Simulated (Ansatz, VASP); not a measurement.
One calculation of Zn, two programs

The input INCAR:

```
AGGAC = 1.0
AGGAX = 1.0
ALDAC = 0.0
ALDAX = 1.0
ALGO = Normal
EDIFF = 1E-7
ENCUT = 520
GGA = B5
ISIF = 2
ISMEAR = -1
LASPH = True
LCHARG = False
LREAL = False
LWAVE = False
NBANDS = 12
NELM = 60
PREC = Accurate
SIGMA = 0.1
```

Contents of KPOINTS:

```
k-points
0
Gamma
  15 15 15
```

Contents of POSCAR:

```
Zn
1.0
   -1.6744143486      1.6744143486      1.6744143486
    1.6744143486     -1.6744143486      1.6744143486
    1.6744143486      1.6744143486     -1.6744143486
Zn
1
Direct
    0.0000000000      0.0000000000      0.0000000000
```

Input for Ansatz:

```yaml
crystal:
  lattice:
    - [-1.6744143486, 1.6744143486, 1.6744143486]
    - [1.6744143486, -1.6744143486, 1.6744143486]
    - [1.6744143486, 1.6744143486, -1.6744143486]
  atoms:
    - { symbol: Zn, position: [0.0, 0.0, 0.0] }
hamiltonian:
  xc: blyp
  pseudopotentials:
    kind: paw
    azcp:
      Zn: "pseudopotentials/Zn.paw.azcp"
basis:
  ecutwfc: 420
  fft_grid_basis: typed
kpoints:
  mp_grid: { grid: [15, 15, 15], shift: [0, 0, 0] }
magnetization:
  spin_polarized: false
scf:
  occupations: { method: fermi_dirac, width: 0.1 }
  lower_state_search: "off"
output:
  stress: true
  write_density: true
  write_potential: true
  elf: true
  volumetric_format: npy
```

Alike in both runs: task single point; functional BLYP; k mesh 15 × 15 × 15; occupations fermi-dirac, width 0.1 eV; no spin polarisation.

|  | VASP | Ansatz |
| --- | --- | --- |
| version | VASP 6.6.1 | Ansatz 0.2.0 |
| potentials or method | VASP PAW PBE potentials, release 64 (Zn) | plane waves (420 eV) with PAW, scalar-relativistic |
| plane-wave cutoff (eV) | 520 | 420 |
| valence electrons in the cell | 12 | 12 |

```csv
,VASP,Ansatz,Ansatz less VASP
pressure (GPa),-1.8,-1.9,-0.08
```

Caveats: the PAW data sets were made with another functional, which shifts forces and pressure a little (VASP).
